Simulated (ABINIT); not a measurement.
Cu:

```
Cu
1.0
     0.00000    1.80750    1.80750
     1.80750    0.00000    1.80750
     1.80750    1.80750    0.00000
Cu
1
Direct
  0.00000 0.00000 0.00000
```

Base run:

```yaml
Program: ABINIT 10.8.3 (patched build)
Functional: RPBE
Potentials_or_basis: JTH PAW PBE v2.0
Cutoff: 844 eV
k_mesh: 13 × 13 × 13
Occupations: fermi-dirac, width 0.05 eV
Spin: no spin polarisation
```

Its results: band gap on the k mesh none (metal or under the smearing width); pressure 5.4 GPa.

Question: After a change of settings the same cell gave: band gap on the k mesh none (metal or under the smearing width); pressure -4.8 GPa. Which change was it?
A. functional from RPBE to PW91
B. functional from RPBE to LDA
C. functional from RPBE to r2SCAN
D. functional from RPBE to AM05

Answer: C.

Caveats: the PAW data sets were made with another functional, which shifts forces and pressure a little.

Runs at the PBE level aren't shown here.
